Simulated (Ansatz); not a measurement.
Crystal: Y.

```
CELL_PARAMETERS angstrom
0.00000 2.55199 2.55199
2.55199 0.00000 2.55199
2.55199 2.55199 0.00000
ATOMIC_POSITIONS crystal
Y 0.00000 0.00000 0.00000
```

This isn't the form of Y at room conditions, which is hcp.

* Program: Ansatz 0.2.0
* Task: relaxation of cell and atoms
* Functional: RPBE
* Dispersion: D4
* Potentials or basis: Ansatz PAW
* Cutoff: 420 eV (not typed: the program's choice for these potentials)
* k mesh: 9 × 9 × 9
* Occupations: fermi-dirac, width 0.05 eV
* Spin: no spin polarisation

At the start: volume 33.24 Å³/atom.

Where does the relaxation end?

It ends after 4 steps and the volume is 32.28 Å³/atom (-2.9 %); space group Fm-3m (No. 225, to 0.05 Å).

The path:
```csv
step,energy change (eV),largest force (eV/Å),volume (Å³)
1,0.0000,0.0000,33.24
2,-0.0032,0.0000,32.41
3,-0.0033,0.0000,32.28
4,-0.0033,0.0000,32.28
```

Final structure:
```cif
data_structure
_symmetry_space_group_name_H-M 'P 1'
_symmetry_Int_Tables_number 1
_cell_length_a 3.5738
_cell_length_b 3.5738
_cell_length_c 3.5738
_cell_angle_alpha 60.000
_cell_angle_beta 60.000
_cell_angle_gamma 60.000
_cell_volume 32.28
loop_
_atom_site_label
_atom_site_type_symbol
_atom_site_fract_x
_atom_site_fract_y
_atom_site_fract_z
_atom_site_occupancy
Y1 Y 0.00000 0.00000 0.00000 1
```

Caveat: the plane-wave basis is chosen anew once the cell has moved, so the energies of steps on either side of that aren't comparable; pairwise dispersion overbinds metals, which lowers pressure and volume; the PAW data sets come from PBE, with cores solved anew for the run's functional, which leaves a small shift of forces and pressure.
